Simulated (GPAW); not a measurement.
# AlN (P6_3mc) in GPAW: a series of runs

Aim: see how the results for AlN move with the level of theory and the settings. Levels: LDA, rSCAN+D4. Tasks: single point, relaxation of cell and atoms.

Everything below comes from runs of GPAW 26.7.0. Logs are shortened: lines on timing, memory, paths and dates and some standing lists are left out, and cuts for length are marked. The log counts tension as positive stress, the text compression.

**The experiment to reproduce.**

From “Self-assembly of well-separated AlN nanowires directly on sputtered metallic TiN films”, 2019, arxiv:1910.07391, for a bulk crystal of AlN at 10 K: band gap 6.034 eV (an exciton energy, a little under the gap).

The results are compared with them further down.

## Step 1: Starting point

It takes space group P6_3mc (No. 186, hexagonal). Conventional cell: a = 3.113 Å, b = 3.113 Å, c = 4.981 Å, α = 90.00°, β = 90.00°, γ = 120.00°. Al (site symmetry 3m) has 4 N at 1.89 Å as nearest neighbours. Around N (site symmetry 3m) lie 4 Al at 1.89 Å.

## Step 2: Single point, LDA

File run.py:

```python
from ase.dft.bandgap import bandgap
from ase.io import write
from ase.spacegroup import crystal
from ase.units import GPa
from gpaw import GPAW, PW

# Al 2b
# N 2b
atoms = crystal(['Al', 'N'],
                basis=[[0.6666666667, 0.3333333333, 0.5],
                       [0.6666666667, 0.3333333333, 0.88]],
                spacegroup=186, setting=1,  # P6_3mc
                cellpar=[3.113, 3.113, 4.981, 90.0, 90.0, 120.0],
                primitive_cell=True)

calc = GPAW(mode=PW(600),
            xc='LDA',
            kpts={'size': (8, 8, 5), 'gamma': True},
            occupations={'name': 'fermi-dirac', 'width': 0.05},
            nbands=18,
            convergence={'density': 1e-05, 'energy': 1e-05},
            maxiter=80,
            txt='gpaw.txt')
atoms.calc = calc
energy = atoms.get_potential_energy()
forces = atoms.get_forces()
stress = atoms.get_stress()
calc.write('gs.gpw')
write('result.traj', atoms)
print(f'Energy: {energy:.6f} eV')
print('Forces (eV/A):')
print(forces.round(4))
print('Stress (GPa):', (stress / GPa).round(3))
print('Fermi level:', round(calc.get_fermi_level(), 4), 'eV')
print(f'Gap: {bandgap(calc)[0]:.4f} eV, direct: {bandgap(calc, direct=True)[0]:.4f} eV')
```

Potentials or basis: the program's PAW data sets (release 1.2.1) made for this functional, pw.

On the command line:

```
OMP_NUM_THREADS=1 python run.py
```

gpaw.txt:

```text
__  _  _
 | _ |_)|_||  |
 |__||  | ||/\| - 26.7.0

Input parameters:
  mode=PW(ecut=600.0),
  convergence={'density': 1e-05, 'energy': 1e-05},
  kpts=MonkhorstPack(size=(8, 8, 5), gamma=True),
  maxiter=80,
  nbands=18,
  occupations=Occupations(name='fermi-dirac', width=0.05),
  xc=XC(name='LDA')

Diagonalizing LCAO Hamiltonian
Converting LCAO to pw mode

           N

           Al
        N

        Al

Atoms  # Å, Bohr magnetons
|   | symbol |         x |        y |        z |    initial magnetic moments |
|---|--------|-----------|----------|----------|-----------------------------|
| 0 |     Al |  1.556500 | 0.898646 | 2.490500 | ( 0.0000,  0.0000,  0.0000) |
| 1 |     Al | -0.000000 | 1.797291 | 0.000000 | ( 0.0000,  0.0000,  0.0000) |
| 2 |      N |  1.556500 | 0.898646 | 4.383280 | ( 0.0000,  0.0000,  0.0000) |
| 3 |      N | -0.000000 | 1.797291 | 1.892780 | ( 0.0000,  0.0000,  0.0000) |

Unit cell  # Å
| periodic |         x |        y |        z |  lengths |     angles |
|----------|-----------|----------|----------|----------|------------|
|      yes |  3.113000 | 0.000000 | 0.000000 | 3.113000 |  90.000000 |
|      yes | -1.556500 | 2.695937 | 0.000000 | 3.113000 |  90.000000 |
|      yes |  0.000000 | 0.000000 | 4.981000 | 4.981000 | 120.000000 |

Number of symmetries: 6
Symmetry operations  # r_c * U_cc + t_c -> r_c
|   | kind |            matrix            |
|---|------|------------------------------|
| 0 |  σ   |  1, 1, 0,  0,-1, 0,  0, 0, 1 |
| 1 |  E   |  1, 0, 0,  0, 1, 0,  0, 0, 1 |
| 2 |  C3  |  0, 1, 0, -1,-1, 0,  0, 0, 1 |
| 3 |  σ   |  0,-1, 0, -1, 0, 0,  0, 0, 1 |
| 4 |  σ   | -1, 0, 0,  1, 1, 0,  0, 0, 1 |
| 5 |  C3  | -1,-1, 0,  1, 0, 0,  0, 0, 1 |

BZ-sampling:
  Number of BZ points: 320
  Number of IBZ points: 40

  Monkhorst-Pack size: [8, 8, 5]
  Monkhorst-Pack shift: [0.0625, 0.0625, 0.0]

K-points  # in reciprocal-cell coordinates
|     |                                coordinates |     weight |
|-----|--------------------------------------------|------------|
|   0 | (  0.00000000,   0.00000000,   0.00000000) | 0.00312500 |
|   1 | (  0.00000000,   0.00000000,   0.20000000) | 0.00625000 |
|   2 | (  0.00000000,   0.00000000,   0.40000000) | 0.00625000 |
|   3 | (  0.12500000,   0.00000000,  -0.40000000) | 0.01875000 |
|   4 | (  0.12500000,   0.00000000,  -0.20000000) | 0.01875000 |
|   5 | (  0.12500000,   0.00000000,   0.00000000) | 0.01875000 |
|   6 | (  0.12500000,   0.00000000,   0.20000000) | 0.01875000 |
|   7 | (  0.12500000,   0.00000000,   0.40000000) | 0.01875000 |
|   8 | (  0.25000000,  -0.12500000,   0.00000000) | 0.01875000 |
|   9 | (  0.25000000,  -0.12500000,   0.20000000) | 0.03750000 |
| ... |                                            |            |
|  39 | (  0.50000000,   0.50000000,   0.40000000) | 0.01875000 |

Plane wave coefficients: 1418
Cutoff: 600.0 eV

Spin-components: 1 (collinear spins)
Bands:           18
Projectors:      20
Spin-degeneracy: 2
Datatype:        complex128

Density:
  Valence electrons: 16.0
  Components: 1
  Grid points: [18 18 30]
  Charge: 0.0  # |e|

Potential:
  Grid points: [18 18 30]

species:
  Al:
    name:    Aluminium
    Z:       13.0
    valence: 3
    core:    10
    charge:  0.0  # [|e|]
    compensation charges:
      type: gauss
      rc: 0.34  # [Å]
      lmax: 2
    cutoffs:
      filter: 1.91  # [Å]
      core: 2.36  # [Å]
    projectors
    | kind |    occ | energy [eV] | rcut [Å] |
    |------|--------|-------------|----------|
    |   3s |  2.000 |      -7.830 |    1.085 |
    |   3p |  1.000 |      -2.783 |    1.085 |
    |    s |        |      19.382 |    1.085 |
    |    p |        |      24.428 |    1.085 |
    |    d |        |       0.000 |    1.085 |

    Using partial waves for Al as LCAO basis

  N:
    name:    Nitrogen
    Z:       7.0
    valence: 5
    core:    2
    charge:  0.0  # [|e|]
    compensation charges:
      type: gauss
      rc: 0.18  # [Å]
      lmax: 2
    cutoffs:
      filter: 1.11  # [Å]
      core: 0.96  # [Å]
    projectors
    | kind |    occ | energy [eV] | rcut [Å] |
    |------|--------|-------------|----------|
    |   2s |  2.000 |     -18.420 |    0.603 |
    |   2p |  3.000 |      -7.237 |    0.529 |
    |    s |        |       8.791 |    0.603 |
    |    p |        |      19.974 |    0.529 |
    |    d |        |       0.000 |    0.577 |

    Using partial waves for N as LCAO basis

Reference energy: -16098.591502  # eV

eigensolver:
  PPCG
  Converge bands: occupied
  niter=2

density mixing:
  MSR1-Mixer
  Pratt-step length: 0.05
  Maximum mixing coefficient: 0.75
  Old densities: 10
  SVD Regularization: 0.005
  Good broyden scale: 1.0
  Trust region scale: 1.0
  Backstep threshold: 4.0
  History deletion threshold: 6.0
  Fourier metric: weight=20.0, sigma=0.015

occupation numbers:
  Fermi-Dirac:
    width: 0.0500  # eV

poisson solver:
  ecut: 4800.0  # eV

xc functional:
  name: None

convergence criteria:
- Maximum integral of absolute [dens]ity change: 1e-05 electrons / valence electron
- Maximum [total energy] change in last 3 cyles: 1e-05 eV / valence electron
- Maximum integral of absolute [eigenst]ate change: 4e-08 eV^2 / valence electron
maximum number of iterations: 80

SCF iterations
|iter     | |      energy | eigst |  dens |
|---------|-|-------------|-------|-------|
|iter:   1| |  -36.638673 | -0.27 |       |
|iter:   2| |  -35.600108 | -2.05 | -0.55 |
|iter:   3| |  -32.525937 | -0.78 | -0.61 |
|iter:   4| |  -32.503004 | -2.97 | -1.25 |
|iter:   5| |  -32.499253 | -3.56 | -1.57 |
|iter:   6| |  -32.499306 | -5.87 | -2.74 |
|iter:   7| |  -32.499316c| -6.57 | -3.15 |
|iter:   8| |  -32.499316c| -7.90c| -4.31 |
|iter:   9| |  -32.499316c| -7.58c| -4.60 |
|iter:  10| |  -32.499316c| -8.56c| -5.12c|

Converged in 10 steps
Energy contributions relative to reference atoms: (reference = -16098.591502)

Energy contributions:
  Kinetic:          32.155730
  Coulomb:         -27.307257
  Zero:             -0.041873
  External:          0.000000
  Xc:              -37.305916
  Entropy:          -0.000000
  Spinorbit:         0.000000
  ----------------------------
  Free energy:     -32.499316
  Extrapolated:    -32.499316

dipole moment: (-0.000000, -0.000001, -6.848917)  # |e|*Ang

Fermi level: 6.782
Eigenvalues  # (at kpt = [0.000, 0.000, 0.000])
| band index |      eig [eV] | occ [0-2] |
|------------|---------------|-----------|
|          0 |        -9.184 |     2.000 |
|          1 |        -6.967 |     2.000 |
|          2 |        -0.185 |     2.000 |
|          3 |         5.018 |     2.000 |
|          4 |         5.018 |     2.000 |
|          5 |         5.672 |     2.000 |
[... 8 lines left out ...]
|         14 |        18.817 |     0.000 |
|         15 |        18.817 |     0.000 |
|        ... |               |           |
|         17 |        20.534 |     0.000 |

Gap: 4.245 eV
Transition (v -> c):
  (s=0, k=0, n=7, [0.00, 0.00, 0.00]) -> (s=0, k=0, n=8, [0.00, 0.00, 0.00])
No difference between direct/indirect transitions

Forces  # eV/Ang
|        x |        y |        z |
|----------|----------|----------|
|  0.00000 |  0.00000 | -0.11974 |  # Al   0
| -0.00000 |  0.00000 | -0.11977 |  # Al   1
| -0.00000 |  0.00000 |  0.11916 |  # N    2
|  0.00000 | -0.00000 |  0.11924 |  # N    3

Stress tensor  # eV/Ang^3
|         x |         y |        z |
|-----------|-----------|----------|
|  0.069864 | -0.000000 | 0.000000 |
| -0.000000 |  0.069864 | 0.000000 |
|  0.000000 |  0.000000 | 0.059469 |

# Writing to gs.gpw (mode='')
```

Wall time 16 s (1 thread of Arm Neoverse V2, shared host); peak memory 0.16 GiB.

Results:

| Quantity | Value |
| --- | --- |
| Free energy | -32.4993 eV |
| Pressure | -10.6 GPa |
| Largest force | 0.120 eV/Å |
| Band gap on the k mesh | 4.25 eV, direct |

Forces in eV/Å, atoms in the order of the input:
```
Al   0.000  0.000 -0.120
Al   0.000  0.000 -0.120
N    0.000  0.000  0.119
N    0.000  0.000  0.119
```

Levels at points of the mesh, in eV from the valence-band top:
```
           k point  band 4  band 5  band 6  band 7  band 8  band 9  band 10  band 11  band 12  band 13
(0.00, 0.00, 0.00)   -0.84   -0.84   -0.18   -0.18    0.00    4.25     6.55    10.51    10.97    10.97
(0.50, 0.50, 0.00)   -4.18   -3.37   -2.09   -1.80   -0.67    5.67     5.69     8.11    10.18    10.74
```

Caveat: the cutoff is short for stress and forces, so pressures can be off by a GPa or more.

## Step 3: Relaxation of cell and atoms, rSCAN+D4

File run.py:

```python
from ase.calculators.mixing import SumCalculator
from ase.filters import FrechetCellFilter
from ase.io import read, write
from ase.optimize import BFGS
from dftd4.ase import DFTD4
from gpaw import GPAW, PW

atoms = read('POSCAR')

calc = GPAW(mode=PW(800),
            xc='MGGA_X_RSCAN+MGGA_C_RSCAN',
            kpts={'size': (7, 7, 4), 'gamma': True},
            occupations={'name': 'fermi-dirac', 'width': 0.05},
            nbands=18,
            convergence={'density': 1e-05, 'energy': 1e-05},
            maxiter=150,
            txt='gpaw.txt')
atoms.calc = SumCalculator([calc, DFTD4(method='rscan')])
opt = BFGS(FrechetCellFilter(atoms), trajectory='relax.traj', logfile='-')
done = opt.run(fmax=0.05, steps=40)
calc.write('gs.gpw')
write('result.traj', atoms)
print('Converged:', done)
print('Cell:', atoms.cell.cellpar().round(4))
print('Volume:', round(atoms.get_volume(), 4))
print(atoms.get_scaled_positions().round(5))
```

File POSCAR:

```
AlN
1.0
    3.1130000000      0.0000000000      0.0000000000
   -1.5565000000      2.6959370820      0.0000000000
    0.0000000000      0.0000000000      4.9810000000
Al N
2 2
Direct
    0.6666666667      0.3333333333      0.5000000000
    0.3333333333      0.6666666667      0.0000000000
    0.6666666667      0.3333333333      0.8800000000
    0.3333333333      0.6666666667      0.3800000000
```

Potentials or basis: GPAW PAW data sets (gpaw-data 1.2.1), pw.

On the command line:

```
OMP_NUM_THREADS=1 python run.py
```

It took 12 min on 1 thread of Arm Neoverse V1, shared host; peak memory 0.46 GiB.

It converged, with:

* Free energy: -43.0964 eV
* Relaxed volume: 10.28 Å³/atom
* Relaxed cell: a = 3.095 Å, b = 3.095 Å, c = 4.958 Å, α = 90.00°, β = 90.00°, γ = 120.00°
* Space group after relaxing (to 0.05 Å): P6_3mc (No. 186)
* Energy gained by relaxing: 1.4 meV/atom
* Ionic steps: 5
* Pressure after relaxing: 0.0 GPa
* Largest force after relaxing: 0.007 eV/Å
* Band gap on the k mesh: 5.06 eV, direct
* Dispersion energy per atom: -0.140 eV

Forces on the atoms (eV/Å):
```
Al  0.000 0.000 0.007
Al  0.000 0.000 0.007
N   0.000 0.000 0.001
N   0.000 0.000 0.001
```

Stress tensor (GPa, compression positive):
```
 0.10  0.00  0.00
 0.00  0.10  0.00
 0.00  0.00 -0.09
```

Step by step:
```csv
step,energy change (eV),largest force (eV/Å),pressure (GPa),volume (Å³)
1,0.0000,0.1298,-3.38,41.80
2,-0.0024,0.0779,-2.91,41.70
3,-0.0055,0.0760,-0.92,41.31
4,-0.0056,0.0632,-0.56,41.24
5,-0.0057,0.0070,0.04,41.13
```

Final structure:
```xyz
4
Lattice="3.0951 0.0000 0.0000 -1.5476 2.6805 0.0000 0.0000 0.0000 4.9576" Properties=species:S:1:pos:R:3 pbc="T T T"
Al    1.5476    0.8935    2.4748
Al    0.0000    1.7870   -0.0041
N     1.5476    0.8935    4.3679
N     0.0000    1.7870    1.8891
```

Levels at points of the mesh, in eV from the valence-band top:
| k point | band 4 | band 5 | band 6 | band 7 | band 8 | band 9 | band 10 | band 11 | band 12 | band 13 |
| --- | --- | --- | --- | --- | --- | --- | --- | --- | --- | --- |
| (0.00, 0.00, 0.00) | -0.91 | -0.91 | -0.23 | -0.23 | 0.00 | 5.06 | 7.63 | 11.74 | 12.12 | 12.12 |
| (0.00, 0.00, 0.50) | -3.39 | -0.58 | -0.58 | -0.58 | -0.58 | 7.38 | 7.38 | 11.42 | 11.42 | 12.44 |

Caveat: later steps reuse the first step's grids; the PAW data sets were made with another functional, which shifts forces and pressure a little.

## Step 4: Comparison with measurements

Step 2. Against the measured gap of AlN, 6.034 eV (an exciton energy, a little under the gap; 10 K; quoted in “Self-assembly of well-separated AlN nanowires directly on sputtered metallic TiN films”, 2019, arxiv:1910.07391), the calculated 4.25 eV is off by -1.79 eV. 2 values of this kind are on record (6.034 to 6.0343 eV); this one was drawn at random. The value is that of LDA, without temperature or zero-point motion. Semilocal functionals fall short of measured gaps as a rule.
